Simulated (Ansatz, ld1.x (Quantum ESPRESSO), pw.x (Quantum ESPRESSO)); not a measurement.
# What a changed setting does to a pw.x run (bcc Te)

Potential: norm-conserving Troullier–Martins (Kleinman–Bylander form), ld1.x (Quantum ESPRESSO) 7.5, PBE; core [Kr] 4d10, reference 5s1.5 5p4.5; waves: 5p (bound): rc 2.35 bohr; 5d channel at 0.45 Ry: rc 2.35 bohr; 5s (bound): rc 1.50 bohr; local part: the s channel; core correction: a·sin(br)/r model core inside 0.75 bohr.

The reference run (k-mesh 12³, cutoffs 120/480 Ry, Fermi–Dirac 0.01 Ry, mixing_beta 0.4, conv_thr 1e-9, no spin) gives -0.23 GPa at 28.371 Å³/atom, where all-electron LAPW gives 0.14 GPa. This run, with its own iteration cap, changes diagonalization to cg.

```
&control
  calculation='scf', prefix='x', pseudo_dir='./', outdir='./tmp', tstress=.true., disk_io='none'
/
&system
  ibrav=0, nat=1, ntyp=1, ecutwfc=120, ecutrho=480, nbnd=10,
  occupations='smearing', smearing='fd', degauss=0.01
/
&electrons
  conv_thr=1e-09, mixing_beta=0.4, electron_maxstep=50, diagonalization='cg'
/
ATOMIC_SPECIES
Te 1.0 Te.UPF
CELL_PARAMETERS angstrom
  -1.92134292 1.92134292 1.92134292
  1.92134292 -1.92134292 1.92134292
  1.92134292 1.92134292 -1.92134292
ATOMIC_POSITIONS crystal
Te 0.0000 0.0000 0.0000
K_POINTS automatic
12 12 12 0 0 0
```

```bash
pw.x < Te.scf.in > Te.scf.out
```

How does the run end?

It converges in 7 iterations; the free energy moves by +0.0 meV/atom and the pressure by +0.00 GPa. The result is that of the reference run.

```
Message from routine setup:
     using ibrav=0 with symmetry is DISCOURAGED, use correct ibrav instead
     lattice parameter (alat)  =       6.2888  a.u.
     unit-cell volume          =     191.4570 (a.u.)^3
     number of electrons       =         6.00
     number of Kohn-Sham states=           10
     kinetic-energy cutoff     =     120.0000  Ry
     charge density cutoff     =     480.0000  Ry
     scf convergence threshold =      1.0E-09
     Exchange-correlation= PBE
     number of k points=    72  Fermi-Dirac smearing, width (Ry)=  0.0100
     iteration #  1     ecut=   120.00 Ry     beta= 0.40
     c_bands:  1 eigenvalues not converged
     c_bands:  1 eigenvalues not converged
     c_bands:  1 eigenvalues not converged
     total energy              =     -65.11525892 Ry
     estimated scf accuracy    <       0.00093263 Ry
     iteration #  2     ecut=   120.00 Ry     beta= 0.40
     total energy              =     -65.11535640 Ry
     estimated scf accuracy    <       0.00027972 Ry
     iteration #  3     ecut=   120.00 Ry     beta= 0.40
     total energy              =     -65.11539188 Ry
     estimated scf accuracy    <       0.00001334 Ry
     iteration #  4     ecut=   120.00 Ry     beta= 0.40
     total energy              =     -65.11539344 Ry
     estimated scf accuracy    <       0.00000004 Ry
     iteration #  5     ecut=   120.00 Ry     beta= 0.40
     total energy              =     -65.11539350 Ry
     estimated scf accuracy    <       0.00000001 Ry
     iteration #  6     ecut=   120.00 Ry     beta= 0.40
     total energy              =     -65.11539351 Ry
     estimated scf accuracy    <          1.1E-09 Ry
     iteration #  7     ecut=   120.00 Ry     beta= 0.40
     the Fermi energy is     8.0826 ev
!    total energy              =     -65.11539351 Ry
     estimated scf accuracy    <          6.4E-11 Ry
     smearing contrib. (-TS)   =      -0.00337550 Ry
     The total energy is F=E-TS. E is the sum of the following terms:
     one-electron contribution =       5.68754561 Ry
     hartree contribution      =       0.45157987 Ry
     xc contribution           =     -53.20939312 Ry
     ewald contribution        =     -18.04175036 Ry
     convergence has been achieved in   7 iterations
          total   stress  (Ry/bohr**3)                   (kbar)     P=       -2.28
     Message from routine punch:
     Nothing written, as per user request (disk_io='none')
```

The run took about 29 s on one core of a shared host (Intel(R) Xeon(R) 6975P-C, 192 threads, 378 GiB, load 64).
